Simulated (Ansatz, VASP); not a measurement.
**S in VASP and in Ansatz**

The input INCAR:

```
PREC = Accurate
ENCUT = 520
EDIFF = 1E-7
ISMEAR = -1
SIGMA = 0.08
LREAL = False
LASPH = True
NELM = 80
ALGO = Normal
ISIF = 2
LWAVE = False
LCHARG = False
GGA = PS
NBANDS = 9
```

The input KPOINTS:

```
Automatic mesh
0
Gamma
  18 18 18
```

Contents of POSCAR:

```
S
1.0
    0.0000000000      1.4977781183      1.4977781183
    1.4977781183      0.0000000000      1.4977781183
    1.4977781183      1.4977781183      0.0000000000
S
1
Direct
    0.0000000000      0.0000000000      0.0000000000
```

Input for Ansatz:

```yaml
crystal:
  lattice:
    - [0.0, 1.4977781183, 1.4977781183]
    - [1.4977781183, 0.0, 1.4977781183]
    - [1.4977781183, 1.4977781183, 0.0]
  atoms:
    - { symbol: S, position: [0.0, 0.0, 0.0] }
kpoints:
  mp_grid: { grid: [18, 18, 18] }
scf:
  occupations: { method: fermi_dirac, width: 0.08 }
hamiltonian:
  xc: pbesol
  pseudopotentials: { kind: all_electron, lapw: { basis_error: 0.001 } }
output:
  forces: true
  stress: true
  eigenvalues: true
  populations: true
```

Change from the starting cell: volume scaled by 0.45, LAPW.

Alike in both runs: task single point; functional PBEsol; k mesh 18 × 18 × 18; occupations fermi-dirac, width 0.08 eV; no spin polarisation.

```csv
,VASP,Ansatz
version,VASP 6.6.1,Ansatz 0.2.0
potentials or method,"VASP PAW PBE potentials, release 64 (S)","all-electron LAPW, scalar-relativistic"
plane-wave cutoff (eV),520,see its input
```

|  | VASP | Ansatz | Ansatz less VASP |
| --- | --- | --- | --- |
| pressure (GPa) | 357.7 | 361.2 | +3.52 |

Ansatz ran all-electron here, so the differences hold the error of VASP's frozen core and of both bases.

Caveats: the cell as given lies far from equilibrium; so large a pressure means that the cell lies far from this level's equilibrium, or that cutoff or potentials fall short (VASP); the potentials were made for another functional, which shifts forces and pressure (VASP).
